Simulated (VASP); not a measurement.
Set up this calculation in VASP 6.6.1, as the native input.

- Task: relaxation of cell and atoms
- Functional: r2SCAN
- Dispersion: rVV10
- Potentials or basis: VASP PAW PBE potentials, release 64 (Na_pv, Cl)
- Cutoff: 600 eV
- k mesh: 8 × 8 × 8
- Occupations: gaussian, width 0.02 eV
- Spin: no spin polarisation
- Further INCAR settings: ALGO = Normal; EDIFF = 1e-06; IBRION = 2; EDIFFG = -0.005; NSW = 40; ISIF = 3

The structure of NaCl lies in POSCAR:

```
NaCl
1.0
    0.0000000000      2.8000000000      2.8000000000
    2.8000000000      0.0000000000      2.8000000000
    2.8000000000      2.8000000000      0.0000000000
Na Cl
1 1
Direct
    0.0000000000      0.0000000000      0.0000000000
    0.5000000000      0.5000000000      0.5000000000
```

The cell was built by a generator and needn't be a form met in nature.

One way to write it, as run:

INCAR

```
SYSTEM = NaCl
ALGO = Normal
BPARAM = 11.95
CPARAM = 0.0093
EDIFF = 1E-6
EDIFFG = -0.005
ENCUT = 600
IBRION = 2
ISIF = 3
ISMEAR = 0
IVDW_NL = 2
KPAR = 4
LASPH = .TRUE.
LCHARG = .FALSE.
LMIXTAU = .TRUE.
LREAL = .FALSE.
LUSE_VDW = .TRUE.
LWAVE = .FALSE.
METAGGA = R2SCAN
NELM = 120
NSW = 40
PREC = Accurate
SIGMA = 0.02
```

KPOINTS

```
k-points
0
G
  8 8 8
  0 0 0
```

Potentials or basis: VASP PAW PBE potentials, release 64 (Na_pv, Cl).

Run with:

```sh
$ cat potpaw_PBE.64/Na_pv/POTCAR potpaw_PBE.64/Cl/POTCAR > POTCAR
$ mpirun -np 4 vasp_std > vasp.out
```

It gave:

```yaml
Relaxed_volume: 21.42 Å³/atom
Relaxed_cell: a = 3.928 Å, b = 3.928 Å, c = 3.928 Å, α = 60.00°, β = 60.00°, γ = 60.00°
Space_group_after_relaxing_to_0.05_Å: Fm-3m (No. 225)
Energy_gained_by_relaxing: 1.3 meV/atom
Ionic_steps: 5
Pressure_after_relaxing: 0.0 GPa
Band_gap_on_the_k_mesh: 6.04 eV, direct
```

Caveat: the PAW data sets were made with another functional, which shifts forces and pressure a little.

It took 4.4 min on 4 MPI ranks on Intel(R) Xeon(R) Platinum 8488C (Sapphire Rapids), on a shared host, peak memory 0.32 GiB a rank.
